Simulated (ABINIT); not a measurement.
Crystal: SiC.

```xyz
8
Lattice="3.0757 0.0000 0.0000 -1.5378 2.6636 0.0000 0.0000 0.0000 10.0706" Properties=species:S:1:pos:R:3 pbc="T T T"
Si    0.0000    0.0000    1.8922
Si    0.0000    0.0000    6.9275
Si    0.0000    1.7758    4.4094
Si    1.5378    0.8879    9.4447
C     0.0000    0.0000    0.0046
C     0.0000    0.0000    5.0400
C     0.0000    1.7758    2.5157
C     1.5378    0.8879    7.5510
```

The cell is a database's computed one.

Base run:

- Program: ABINIT 10.8.3 (patched build)
- Functional: HCTH407
- Potentials or basis: JTH PAW PBE v2.0
- Cutoff: 544 eV
- k mesh: 10 × 10 × 3
- Occupations: fermi-dirac, width 0.05 eV
- Spin: no spin polarisation

Its results: band gap on the k mesh 2.56 eV, indirect (least direct gap 3.71 eV); pressure 0.5 GPa; largest force 0.018 eV/Å.

After a change of settings the same cell gave: band gap on the k mesh 2.11 eV, indirect (least direct gap 3.26 eV); pressure 0.0 GPa; largest force 0.008 eV/Å. Which change was it?
A. functional from HCTH407 to LDA-VWN; potentials or basis from JTH PAW PBE v2.0 to JTH PAW LDA v2.0
B. functional from HCTH407 to LDA-PZ; potentials or basis from JTH PAW PBE v2.0 to JTH PAW LDA v2.0
C. functional from HCTH407 to revPBE
D. functional from HCTH407 to PBEsol; k mesh from 10 × 10 × 3 to 6 × 6 × 2

D.

Caveats: the PAW data sets were made with another functional, which shifts forces and pressure a little.

Runs at the PBE level aren't shown here.
